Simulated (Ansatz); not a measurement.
fcc against bcc along the 5d metals

The calculation used Ansatz, DFT, PBE, plane waves (420 eV) with PAW, scalar-relativistic.

Each structure is relaxed within its symmetry, in the lowest magnetic state of the tried starts. Differences under about 8 meV lie within the error of the k-point mesh. Some of these cells lie far above the measured volume under this functional.

```json
{"element": "Lu", "E(fcc) − E(bcc) (meV/atom)": "-98", "V(fcc) (Å³/atom)": "29.10", "V(bcc) (Å³/atom)": "29.69", "state of fcc": "spin not included", "state of bcc": "spin not included"}
{"element": "Hf", "E(fcc) − E(bcc) (meV/atom)": "-109", "V(fcc) (Å³/atom)": "22.58", "V(bcc) (Å³/atom)": "22.33", "state of fcc": "spin not included", "state of bcc": "spin not included"}
{"element": "Ta", "E(fcc) − E(bcc) (meV/atom)": "239", "V(fcc) (Å³/atom)": "18.83", "V(bcc) (Å³/atom)": "18.32", "state of fcc": "spin not included", "state of bcc": "spin not included"}
{"element": "W", "E(fcc) − E(bcc) (meV/atom)": "485", "V(fcc) (Å³/atom)": "16.46", "V(bcc) (Å³/atom)": "16.14", "state of fcc": "spin not included", "state of bcc": "spin not included"}
{"element": "Re", "E(fcc) − E(bcc) (meV/atom)": "-242", "V(fcc) (Å³/atom)": "15.01", "V(bcc) (Å³/atom)": "15.09", "state of fcc": "spin not included", "state of bcc": "spin not included"}
{"element": "Os", "E(fcc) − E(bcc) (meV/atom)": "-752", "V(fcc) (Å³/atom)": "14.35", "V(bcc) (Å³/atom)": "14.79", "state of fcc": "spin not included", "state of bcc": "spin not included"}
{"element": "Ir", "E(fcc) − E(bcc) (meV/atom)": "?", "V(fcc) (Å³/atom)": "?", "V(bcc) (Å³/atom)": "?", "state of fcc": "?", "state of bcc": "?"}
{"element": "Pt", "E(fcc) − E(bcc) (meV/atom)": "-95", "V(fcc) (Å³/atom)": "15.66", "V(bcc) (Å³/atom)": "15.84", "state of fcc": "spin not included", "state of bcc": "non-magnetic"}
{"element": "Au", "E(fcc) − E(bcc) (meV/atom)": "-18", "V(fcc) (Å³/atom)": "17.95", "V(bcc) (Å³/atom)": "18.01", "state of fcc": "spin not included", "state of bcc": "spin not included"}
{"element": "Hg", "E(fcc) − E(bcc) (meV/atom)": "9", "V(fcc) (Å³/atom)": "32.01", "V(bcc) (Å³/atom)": "29.07", "state of fcc": "spin not included", "state of bcc": "spin not included"}
```

(1) Fill in the row of Ir.

Results:

(1) E(fcc) − E(bcc) (meV/atom): -632; V(fcc) (Å³/atom): 14.51; V(bcc) (Å³/atom): 15.07; state of fcc: non-magnetic; state of bcc: ferromagnetic.
